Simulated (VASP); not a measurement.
# TePb (Pm-3m) in VASP: settings compared

One crystal, TePb, is run at these levels: PBE0, PBE; tasks: single point.

Program: VASP 6.6.1. These are calculated values, not measurements. Logs are shortened: lines on timing, memory, paths and dates and some standing lists are left out, and cuts for length are marked.

## (1) Starting point

The structure is cubic, space group Pm-3m (No. 221). The conventional cell has a = 4.002 Å, b = 4.002 Å, c = 4.002 Å, α = 90.00°, β = 90.00°, γ = 90.00°. Pb (site symmetry m-3m) is surrounded by 8 Te at 3.47 Å. Te (site symmetry m-3m) has 8 Pb at 3.47 Å as nearest neighbours.

Measurements of this composition are mostly on another form, of space group No. 225.

## (2) Single point, PBE0 (supercell [3, 3, 3], atoms moved at random, drawn with an rms of 0.05 Å)

Contents of POSCAR:

```
TePb
1.0
   12.0068610000      0.0000000000      0.0000000000
    0.0000000000     12.0068610000      0.0000000000
    0.0000000000      0.0000000000     12.0068610000
Pb Te
27 27
Direct
    0.0008630000      0.0020530000      0.0008260000
   -0.0032560000      0.0022620000      0.3344490000
   -0.0013420000      0.0014520000      0.6675780000
    0.0007350000      0.3334040000      0.0013660000
   -0.0018400000      0.3329260000      0.3321290000
    0.0014960000      0.3334330000      0.6659360000
   -0.0019540000      0.6660240000      0.0000200000
   -0.0006890000      0.6699000000      0.3358490000
   -0.0067740000      0.6619470000      0.6662300000
    0.3322780000      0.0005340000      0.0005430000
    0.3386250000     -0.0027780000      0.3323900000
    0.3384370000      0.0016160000      0.6683230000
    0.3320490000      0.3292150000      0.0004180000
    0.3336060000      0.3302670000      0.3316260000
    0.3331530000      0.3309730000      0.6664210000
    0.3335720000      0.6667560000     -0.0012650000
    0.3348170000      0.6688930000      0.3341350000
    0.3312890000      0.6684950000      0.6654140000
    0.6688630000     -0.0026780000      0.0022850000
    0.6666170000     -0.0031200000      0.3325490000
    0.6668020000      0.0006820000      0.6642130000
    0.6639000000      0.3338320000     -0.0011660000
    0.6672550000      0.3352310000      0.3292140000
    0.6673020000      0.3363930000      0.6659230000
    0.6646410000      0.6685460000      0.0006330000
    0.6689050000      0.6658040000      0.3296310000
    0.6663920000      0.6655530000      0.6686040000
    0.1671500000      0.1625920000      0.1636800000
    0.1688750000      0.1683650000      0.4984000000
    0.1666640000      0.1677800000      0.8345040000
    0.1688560000      0.5006410000      0.1664300000
    0.1660200000      0.5026380000      0.4943760000
    0.1663200000      0.5000820000      0.8297720000
    0.1674980000      0.8317060000      0.1688220000
    0.1663530000      0.8350050000      0.5030450000
    0.1676230000      0.8311450000      0.8295500000
    0.5043810000      0.1663890000      0.1649460000
    0.5003600000      0.1661880000      0.5021290000
    0.5000850000      0.1667010000      0.8315480000
    0.5011730000      0.4974170000      0.1683300000
    0.5038080000      0.4961900000      0.4938380000
    0.5015410000      0.5063660000      0.8308320000
    0.4968750000      0.8348050000      0.1645660000
    0.4987360000      0.8324640000      0.5013290000
    0.4989870000      0.8340280000      0.8328920000
    0.8312230000      0.1658680000      0.1642920000
    0.8333500000      0.1638590000      0.4972690000
    0.8369740000      0.1665340000      0.8331990000
    0.8346110000      0.4989480000      0.1660960000
    0.8343960000      0.5007060000      0.4971030000
    0.8354150000      0.4985250000      0.8306950000
    0.8310830000      0.8323580000      0.1707330000
    0.8303960000      0.8337330000      0.4946580000
    0.8333290000      0.8355810000      0.8327420000
```

Contents of INCAR.step1:

```
SYSTEM = TePb
ALGO     = Normal         ! electronic algorithm
EDIFF    = 1E-5           ! SCF threshold, eV
ENCUT    = 520            ! plane-wave cutoff, eV
GGA      = PE             ! functional
ISIF     = 2              ! what is computed and relaxed
ISMEAR   = 0              ! smearing method
LASPH    = .TRUE.         ! aspherical terms in the spheres
LCHARG   = .FALSE.        ! write CHGCAR
LREAL    = Auto         
LUSENCCL = .FALSE.      
LWAVE    = .TRUE.         ! write WAVECAR
NELM     = 100            ! most SCF steps
NSIM     = 8            
PREC     = Accurate       ! precision mode
SIGMA    = 0.05           ! smearing width, eV
```

Contents of INCAR.step2:

```
SYSTEM = TePb
AEXX     = 0.25           ! exact-exchange fraction
ALGO     = Normal         ! electronic algorithm
EDIFF    = 1E-5           ! SCF threshold, eV
ENCUT    = 520            ! plane-wave cutoff, eV
GGA      = PE             ! functional
HFRCUT   = -1           
ISIF     = 2              ! what is computed and relaxed
ISMEAR   = 0              ! smearing method
ISTART   = 1            
LASPH    = .TRUE.         ! aspherical terms in the spheres
LCHARG   = .FALSE.        ! write CHGCAR
LHFCALC  = .TRUE.         ! exact exchange
LREAL    = Auto         
LUSENCCL = .FALSE.      
LWAVE    = .FALSE.        ! write WAVECAR
NELM     = 100            ! most SCF steps
NSIM     = 8            
PREC     = Accurate       ! precision mode
PRECFOCK = Fast         
SIGMA    = 0.05           ! smearing width, eV
```

Contents of KPOINTS:

```
k-points
0
G
  1 1 1
  0 0 0
```

Potentials or basis: VASP PAW PBE potentials, release 64 (Pb_d, Te).

Launch:

```
> cat potpaw_PBE.64/Pb_d/POTCAR potpaw_PBE.64/Te/POTCAR > POTCAR
> cp INCAR.step1 INCAR
> mpirun -np 1 vasp_gam > vasp.out
> cp INCAR.step2 INCAR
> mpirun -np 1 vasp_gam > vasp.out
```

OUTCAR:

```text
SYSTEM = TePb
   AEXX = 0.25
   EDIFF = 1E-5
   ENCUT = 520
   GGA = PE
   ISIF = 2
   ISMEAR = 0
   ISTART = 1
   LASPH = .TRUE.
   LHFCALC = .TRUE.
   LREAL = Auto
   NELM = 100
   PREC = Accurate
   PRECFOCK = Fast

 ion  position               nearest neighbor table
   1  0.001  0.002  0.001-  28 3.39  48 3.44  46 3.45  30 3.45  54 3.48  34 3.50  36 3.53  52 3.53
                             4 3.98  10 3.98  19 3.99   3 4.00   2 4.01   7 4.03
   2  0.997  0.002  0.334-  47 3.38  53 3.43  52 3.46  46 3.46  28 3.48  29 3.48  35 3.50  34 3.51
                            20 3.96   5 3.97   8 3.99   3 4.00   1 4.01  11 4.11
   3  0.999  0.001  0.668-  48 3.41  54 3.44  47 3.45  35 3.46  30 3.47  36 3.48  29 3.51  53 3.53
                            21 3.98   6 3.99   2 4.00   1 4.00   9 4.08  12 4.08
   4  0.001  0.333  0.001-  49 3.44  30 3.46  48 3.46  28 3.46  46 3.47  31 3.47  51 3.47  33 3.49
                             5 3.97  13 3.98   1 3.98   7 3.99   6 4.03  22 4.04
   5  0.998  0.333  0.332-  49 3.44  50 3.44  47 3.46  32 3.47  29 3.48  46 3.48  31 3.49  28 3.52
                             2 3.97   4 3.97  23 3.97   6 4.01  14 4.03   8 4.05
   6  0.001  0.333  0.666-  33 3.43  51 3.44  48 3.46  30 3.46  29 3.47  50 3.49  32 3.50  47 3.51
                             9 3.95  15 3.98   3 3.99   5 4.01  24 4.01   4 4.03
   7  0.998  0.666  0.000-  49 3.44  51 3.46  54 3.48  31 3.48  34 3.49  52 3.49  33 3.50  36 3.50
                             4 3.99  25 4.00   9 4.01  16 4.03   8 4.03   1 4.03
   8  0.999  0.670  0.336-  53 3.41  32 3.42  50 3.43  52 3.44  34 3.45  35 3.46  49 3.50  31 3.52
                            26 3.97   9 3.97   2 3.99  17 4.03   7 4.03   5 4.05
   9  0.993  0.662  0.666-  51 3.37  50 3.39  33 3.46  54 3.47  32 3.50  53 3.51  36 3.52  35 3.53
[... 87 lines left out ...]
  53  0.830  0.834  0.495-  20 3.39   8 3.41  26 3.43   2 3.43  21 3.47  27 3.51   9 3.51   3 3.53

  54  0.833  0.836  0.833-  19 3.44   3 3.44  21 3.47   9 3.47  27 3.47   7 3.48   1 3.48  25 3.49

  LATTYP: Found a simple cubic cell.
 ALAT       =    12.0068610000

  Lattice vectors:

 A1 = (  12.0068610000,   0.0000000000,   0.0000000000)
 A2 = (   0.0000000000,  12.0068610000,   0.0000000000)
 A3 = (   0.0000000000,   0.0000000000,  12.0068610000)

Analysis of symmetry for initial positions (statically):
=====================================================================
 Subroutine PRICEL returns:
 Original cell was already a primitive cell.

 Routine SETGRP: Setting up the symmetry group for a
 simple cubic supercell.

 Subroutine GETGRP returns: Found  1 space group operations
 (whereof  1 operations were pure point group operations)
 out of a pool of 48 trial point group operations.

The static configuration has the point symmetry C_1 .

Analysis of symmetry for dynamics (positions and initial velocities):
=====================================================================
[... 214 lines left out ...]
   LORBIT       =      0    0 simple, 1 ext, 2 COOP (PROOUT), +10 PAW based schemes
   GGA     = PE    functional components
   LHFCALC =     T    Hartree Fock is set to
   PRECFOCK=fast      Normal, Fast or Accurate (Low or Medium for compatibility)
   ENCUT4O =  -1.0   cutoff for four orbital integrals eV
   NKREDX  =     1    reduce k-point grid by
   NKREDY  =     1    reduce k-point grid by
   NKREDZ  =     1    reduce k-point grid by
   AEXX    =    0.2500 exact exchange contribution
   HFSCREEN=    0.0000 screening length (either q_TF or 0.3 A-1)
   HFSCREENC=   0.0000 screening length for correlation (either q_TF or 0.3 A-1)
   ENCUTFOCK=  -1.0 apply spherical cutoff to Coloumb kernel
   IVDW    =     0    specifies the selected vdW correction
   LEPSILON=     F    determine dielectric tensor
   LRPA    =     F    only Hartree local field effects (RPA)
 non-spin polarized calculation
 Gauss-broadening in eV      SIGMA  =   0.05
  energy-cutoff  :      520.00
  volume of cell :     1730.97
 maximum number of plane-waves:     23341
 NGX is ok and might be reduce to    90
  NGX = 48; NGY = 48; NGZ = 48

 number of electron     540.0000035 magnetization

 Free energy of the ion-electron system (eV)
  ---------------------------------------------------
  ext. energy  EPLUGINS =         0.00000000
  ---------------------------------------------------
  free energy    TOTEN  =      -251.99364943 eV

  energy without entropy =     -251.99364943  energy(sigma->0) =     -251.99364943

 E-fermi :   5.8780     XC(G=0):  -7.6473

 val. band max:        5.6371124196   @ k =   0.0000   0.0000   0.0000
 cond. band min:       7.3757609819   @ k =   0.0000   0.0000   0.0000
 fundamental gap:      1.7386485622
 Fermi energy:         5.8779844438

 k-point     1 :       0.0000    0.0000    0.0000
  band No.  band energies     occupation
      1     -13.4340      2.00000
      2     -13.4310      2.00000
      3     -13.4217      2.00000
      4     -13.4165      2.00000
      5     -13.4142      2.00000
      6     -13.4121      2.00000
[... 274 lines left out ...]
    281       7.4911      0.00000
    282       7.5073      0.00000
 [bands above 282 left out]

------------------------ aborting loop because EDIFF is reached ----------------------------------------

  FORCE on cell =-STRESS in cart. coord.  units (eV):
  Direction    XX          YY          ZZ          XY          YZ          ZX
  --------------------------------------------------------------------------------------
  -------------------------------------------------------------------------------------
  Total      -10.7861483    -10.7668129    -10.6472077      0.0199040      0.0569076     -0.1517540
  in kB       -9.9836310     -9.9657342     -9.8550280      0.0184231      0.0526735     -0.1404631
  external PRESSURE =      -9.9347977 kB  Pullay stress =       0.0000000 kB

 VOLUME and BASIS-vectors are now :
 -----------------------------------------------------------------------------
  energy-cutoff  :      520.00
  volume of cell :     1730.97
      direct lattice vectors                 reciprocal lattice vectors
    12.006861000  0.000000000  0.000000000     0.083285715  0.000000000  0.000000000
     0.000000000 12.006861000  0.000000000     0.000000000  0.083285715  0.000000000
     0.000000000  0.000000000 12.006861000     0.000000000  0.000000000  0.083285715

 POSITION                                       TOTAL-FORCE (eV/Angst)
 -----------------------------------------------------------------------------------
      0.01036      0.02465      0.00992         0.001926      0.068180     -0.011330
     11.96777      0.02716      4.01568         0.025923     -0.070725      0.044372
     11.99075      0.01743      8.01552         0.060302     -0.051218     -0.018698
      0.00883      4.00314      0.01640         0.004057     -0.047273     -0.051125
     11.98477      3.99740      3.98783         0.067674      0.119250      0.080607
      0.01796      4.00348      7.99580         0.019032     -0.013444      0.063649
[... 46 lines left out ...]
      9.97045     10.01052      5.93929        -0.041370      0.014600      0.026400
     10.00567     10.03270      9.99862        -0.026225     -0.065738      0.040586
 -----------------------------------------------------------------------------------
    total drift:                                0.024625     -0.028938     -0.008014

  FREE ENERGIE OF THE ION-ELECTRON SYSTEM (eV)
  ---------------------------------------------------
  free  energy   TOTEN  =      -251.9936494313 eV

  energy  without entropy=     -251.9936494313  energy(sigma->0) =     -251.99364943
```

It took 17 min on 1 × NVIDIA H100 80GB with 1 thread of AMD EPYC 7R13 (Zen 3), shared host; peak memory 2.5 GiB.

These settings aren't checked as converged: the numbers below hold their error.

Results:

| Item | Value |
| --- | --- |
| Free energy | -251.9936 eV |
| Pressure | -1.0 GPa |
| Largest force | 0.216 eV/Å |
| Band gap on the k mesh | 1.74 eV |

Caveat: the k mesh is coarse (spacing up to 0.52 Å⁻¹), so the values aren't converged, least of all with exact exchange; the PAW data sets were made with another functional, which shifts forces and pressure a little; spin-orbit coupling is left out, which as a rule narrows the gap of such compounds by several tenths of an eV; an odd mesh through Γ misses points on the zone boundary, where band edges often lie.

## (3) Single point, PBE

This run uses another cell than the first one: it holds 2 atoms, not 54.

Contents of INCAR:

```
PREC = Accurate
ENCUT = 350
EDIFF = 1E-6
ISMEAR = 0
SIGMA = 0.02
LREAL = False
LASPH = True
NELM = 60
ALGO = Normal
ISIF = 2
LWAVE = False
LCHARG = False
GGA = PE
NBANDS = 18
```

Contents of KPOINTS:

```
Automatic mesh
0
Gamma
  4 4 4
```

Contents of POSCAR:

```
TePb
1.0
    4.0022870000      0.0000000000      0.0000000000
    0.0000000000      4.0022870000      0.0000000000
    0.0000000000      0.0000000000      4.0022870000
Pb Te
1 1
Direct
    0.0000000000      0.0000000000      0.0000000000
    0.5000000000      0.5000000000      0.5000000000
```

Potentials or basis: VASP PAW PBE potentials, release 64 (Pb_d_GW, Te_GW).

Launch:

```
> cat potpaw_PBE.64/Pb_d_GW/POTCAR potpaw_PBE.64/Te_GW/POTCAR > POTCAR
> mpirun -np 1 vasp_std > vasp.out
```

Run time: 6.6 s. Hardware: 1 thread of Intel Xeon 6975P-C (Granite Rapids), shared host; peak memory 0.14 GiB.

The run converged. Its results:

- Free energy: -6.9284 eV
- Pressure: 0.3 GPa
- Band gap on the k mesh: none (metal or under the smearing width)

Levels at points of the mesh, in eV from the Fermi level:
| k point | band 7 | band 8 | band 9 | band 10 | band 11 | band 12 | band 13 | band 14 | band 15 | band 16 |
| --- | --- | --- | --- | --- | --- | --- | --- | --- | --- | --- |
| (0.00, 0.00, 0.00) | -12.24 | -6.92 | -1.65 | -1.65 | -1.65 | 3.92 | 3.92 | 5.10 | 5.10 | 5.10 |
| (0.50, 0.00, 0.00) | -10.85 | -9.24 | -0.86 | -0.20 | -0.20 | 0.05 | 2.15 | 2.15 | 5.27 | 6.67 |
| (0.50, 0.50, 0.00) | -10.11 | -8.12 | -4.49 | -4.49 | 0.18 | 3.32 | 3.58 | 3.58 | 5.95 | 6.76 |
| (0.50, 0.50, 0.50) | -9.73 | -7.38 | -2.53 | -2.53 | -2.53 | -1.20 | -1.20 | -1.20 | 13.47 | 13.47 |

Caveat: the k mesh is coarse (spacing up to 0.39 Å⁻¹), so the values aren't converged. The run has no spin-orbit coupling, so splittings on Pb, Te are missing.
